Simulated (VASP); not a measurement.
# BN: relaxed cell and band gap, by functional and dispersion

BN, P1 (no. 1), 2 atoms in the cell.

| Functional | Dispersion | Volume (Å³/atom) | Change from the starting volume (fraction) | Gap, path and mesh (eV) | Time (s) |
|---|---|---|---|---|---|
| PBE | TS (libMBD) | 9.02 | 0.093 | 3.53 | 229 |
| optB88-vdW | in the functional | 8.97 | 0.087 | 3.46 | 591 |
| Opt(MS+rVV10) | in the functional | 9.54 | 0.156 | 4.40 | 1656 |
| PBE | TS+SCS | 9.05 | 0.097 | 3.54 | 837 |

## Input of the first row

INCAR.step1:
```
SYSTEM = BN
ALGO     = Normal         ! electronic algorithm
EDIFF    = 1E-7           ! SCF threshold, eV
EDIFFG   = -0.002         ! ionic threshold
ENCUT    = 600            ! plane-wave cutoff, eV
GGA      = PE             ! functional
GGA_COMPAT= .FALSE.      
IBRION   = 2              ! ionic algorithm
ISIF     = 3              ! what is computed and relaxed
ISMEAR   = 0              ! smearing method
IVDW     = 14             ! dispersion correction
KPAR     = 2            
LASPH    = .TRUE.         ! aspherical terms in the spheres
LCHARG   = .FALSE.        ! write CHGCAR
LIBMBD_METHOD= ts           
LREAL    = .FALSE.        ! projectors in reciprocal space
LWAVE    = .FALSE.        ! write WAVECAR
NELM     = 150            ! most SCF steps
NSW      = 60             ! ionic steps
PREC     = Accurate       ! precision mode
SIGMA    = 0.02           ! smearing width, eV
```

INCAR.step2, as INCAR.step1 but for:
```
- NSW = 60
+ NSW = 40
```

INCAR.step3, as INCAR.step2 but for:
```
- EDIFFG = -0.002
- IBRION = 2
- ISIF = 3
- NSW = 40
+ ISIF = 2
+ NBANDS = 11
```

KPOINTS:
```
k-points
0
Gamma
  9 9 6
```

KPOINTS_OPT:
```
path GYTZGXA1Y,TX1,XAZ,LG
8
line-mode
reciprocal
 0.0000000000  0.0000000000  0.0000000000  G
 0.5000000000 -0.5000000000  0.0000000000  Y

 0.5000000000 -0.5000000000  0.0000000000  Y
 0.5000000000 -0.5000000000 -0.5000000000  T

 0.5000000000 -0.5000000000 -0.5000000000  T
 0.0000000000  0.0000000000 -0.5000000000  Z

 0.0000000000  0.0000000000 -0.5000000000  Z
 0.0000000000  0.0000000000  0.0000000000  G

 0.0000000000  0.0000000000  0.0000000000  G
 0.3772664522  0.3772664522 -0.3772664522  X

 0.3772664522  0.3772664522 -0.3772664522  X
 0.7093019284 -0.2906980716 -0.2093019284  A1

 0.7093019284 -0.2906980716 -0.2093019284  A1
 0.5000000000 -0.5000000000  0.0000000000  Y

 0.5000000000 -0.5000000000 -0.5000000000  T
 0.6227335478 -0.3772664522 -0.6227335478  X1

 0.3772664522  0.3772664522 -0.3772664522  X
 0.2906980716  0.2906980716 -0.7906980716  A

 0.2906980716  0.2906980716 -0.7906980716  A
 0.0000000000  0.0000000000 -0.5000000000  Z

 0.5000000000  0.0000000000 -0.5000000000  L
 0.0000000000  0.0000000000  0.0000000000  G
```

POSCAR.step1:
```
BN
1.0
    2.5080409239      0.0000000000      0.0000000000
   -1.2467107647      2.1762310413      0.0000000000
   -0.6306650796     -1.0881155206      3.0225400000
N B
1 1
Direct
    0.6685060000      0.3323850000      0.9849990000
    0.9796430000      0.9834990000      0.0018060000
```

Commands (each step's output is kept before the next begins):
```
cat potpaw_PBE.64/N/POTCAR potpaw_PBE.64/B/POTCAR > POTCAR
cp INCAR.step1 INCAR
cp POSCAR.step1 POSCAR
mpirun -np 2 vasp_std > vasp.out
cp CONTCAR POSCAR
rm WAVECAR CHG
cp INCAR.step2 INCAR
mpirun -np 2 vasp_std > vasp.out
cp CONTCAR POSCAR
rm WAVECAR CHG
cp INCAR.step3 INCAR
mpirun -np 2 vasp_std > vasp.out
```

Changes of the last row against the first:
```
(all steps)
- IVDW = 14
- LIBMBD_METHOD = ts
+ IVDW = 2
+ LVDWSCS = True
```

VASP 6.6.1 took 229 s on 2 cores (Intel Xeon 6975P-C (Granite Rapids)), a shared host.
